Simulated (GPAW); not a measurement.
Input of a GPAW 26.7.0 run:

File run.py:

```python
from ase.calculators.mixing import SumCalculator
from ase.eos import EquationOfState
from ase.io import Trajectory, read
from ase.units import GPa
from dftd4.ase import DFTD4
from gpaw import GPAW, PW

atoms = read('POSCAR')

traj = Trajectory('eos.traj', 'w')
volumes, energies = [], []
for x in [0.94, 0.96, 0.98, 1.0, 1.02, 1.04, 1.06]:
    a = atoms.copy()
    a.set_cell(atoms.cell * x**(1 / 3), scale_atoms=True)
    calc = GPAW(mode=PW(600),
                xc='MGGA_X_R2SCAN+MGGA_C_R2SCAN',
                kpts={'size': (4, 4, 4), 'gamma': True},
                occupations={'name': 'fermi-dirac', 'width': 0.05},
                nbands=94,
                convergence={'density': 1e-05, 'energy': 1e-05},
                maxiter=150,
                txt=f'eos-{x:.2f}.txt')
    a.calc = SumCalculator([calc, DFTD4(method='r2scan')])
    energies.append(a.get_potential_energy())
    volumes.append(a.get_volume())
    p = -a.get_stress()[:3].mean() / GPa
    calc.write(f'eos-{x:.2f}.gpw')
    traj.write(a)
    print(f'{x:.2f} {volumes[-1]:10.4f} A^3 {energies[-1]:14.6f} eV {p:9.3f} GPa', flush=True)

v0, e0, B = EquationOfState(volumes, energies, eos='birchmurnaghan').fit()
print(f'V0 = {v0:.4f} A^3, E0 = {e0:.6f} eV, B0 = {B / GPa:.2f} GPa')
```

Contents of POSCAR:

```
W
1.0
    5.0830000000      0.0000000000      0.0000000000
    0.0000000000      5.0830000000      0.0000000000
    0.0000000000      0.0000000000      5.0830000000
W
8
Direct
    0.5000000000      0.2500000000      0.0000000000
    0.5000000000      0.7500000000      0.0000000000
    0.7500000000      0.0000000000      0.5000000000
    0.2500000000      0.0000000000      0.5000000000
    0.0000000000      0.5000000000      0.7500000000
    0.0000000000      0.5000000000      0.2500000000
    0.5000000000      0.5000000000      0.5000000000
    0.0000000000      0.0000000000      0.0000000000
```

Potentials or basis: GPAW PAW data sets (gpaw-data 1.2.1), pw.

Run with:

```console
$ OMP_NUM_THREADS=1 python run.py
```

(1) Predict the equilibrium volume.

(2) Predict the bulk modulus.

Results:

(1) 16.06 Å³/atom (rough: see the caveat).

(2) 313 GPa (rough).

Caveat: the points scatter about the fit; the PAW data sets were made with another functional, which shifts forces and pressure a little.
